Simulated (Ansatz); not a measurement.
## TaN at a changed volume — field gradients at the nuclei

The cell is an entry of the Crystallography Open Database (COD), relaxed with PBE at fixed cell and then changed (volume scaled by 0.98, ions relaxed).

```yaml
crystal:
  lattice:
    - [2.91828, 0.00000, 0.00000]
    - [-1.45914, 2.52730, 0.00000]
    - [0.00000, 0.00000, 2.86365]
  atoms:
    - { symbol: Ta, position: [0.33333, 0.66667, 0.50000] }
    - { symbol: N, position: [0.00000, 0.00000, 0.00000] }
```

Sites (sets of like atoms) are named by element and the number of their first atom in this list.

Level of theory: DFT, PBE, plane waves and PAW, scalar-relativistic, collinear spin, 420 eV cutoff, Γ-centred 18×18×16 k-points, Fermi–Dirac smearing 0.05 eV (Ansatz 0.2.0). Start moments as typed (μB): 2 on each Ta, none on the rest.

V_zz is the principal component of the electric field gradient with the largest magnitude, η = (V_xx − V_yy)/V_zz and C_Q = eQV_zz/h.

Ta-181: I = 7/2, Q = 3170 mb; ¹⁴N: I = 1, Q = 20.44 mb. Quadrupole moments are those of Pyykkö's year-2017 table.

| site | atoms (order as listed) | first shell | V_zz (10²¹ V/m²) | η | C_Q (MHz) |
| --- | --- | --- | --- | --- | --- |
| Ta | 1 | 6 N at 2.21 Å | 4.94 | 0.00 | 379 |
| N | 2 | 6 Ta at 2.21 Å | 0.066 | 0.00 | 0.033 |

An axis of threefold or higher order runs through Ta and N, so V_zz lies along it and η is zero.

The run finds no gap above 0.1 eV (a metal, or nearly one), so the gradients can move by 10 % or more with the k-mesh. Without spin–orbit coupling the gradients at and beside Ta can be off by some per cent, at some sites by more. With these PAW files V_zz is typically within 2 to 3 % of all-electron values, but misses above 10 % occur on Ta. Semilocal functionals make gaps too small and can close them, so the real compound need not be a metal. At this changed cell the PBE pressure is 12 GPa. The start moments die out, and the run ends without spin.

The relaxation (1 step) took 24 s of wall time (23 s of CPU time) and 0.59 GiB at its peak, on 1 thread of Intel Xeon 6975P-C (Granite Rapids) (x86_64; 16 cores open to the job, memory cap 3.0 GiB, no GPU), a shared host with a load of 2.0 a core.
